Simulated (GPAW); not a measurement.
AlCo:

```
Co Al
1.0
     2.81940    0.00000    0.00000
     0.00000    2.81940    0.00000
     0.00000    0.00000    2.81940
Co Al
1 1
Direct
  0.50000 0.50000 0.50000
  0.00000 0.00000 0.00000
```

The cell is a database's computed one.

Base run:

* Program: GPAW 26.7.0
* Functional: PBEsol
* Potentials or basis: PAW data sets generated in the run's folder for this functional
* Cutoff: 600 eV
* Basis: pw
* k mesh: 9 × 9 × 9
* Occupations: fermi-dirac, width 0.05 eV
* Spin: collinear spin, ferromagnetic start
* Starting moments: [2.0, 0.0] μB
* Hubbard terms: Co d U = 6 eV

Its results: pressure 25.8 GPa; net moment 1.41 μB per cell; site moments Co +1.58; Al -0.07 μB.

Q: The run is repeated on the same cell with these changes: hubbard terms from Co d U = 6 eV to Co d U = 2 eV. What comes out?

A: Pressure 0.2 GPa; net moment 0.06 μB per cell; site moments Co +0.09; Al -0.01 μB.

Caveats: the U is typed as a test and isn't derived for this compound.

Not every run made on this cell is shown here.
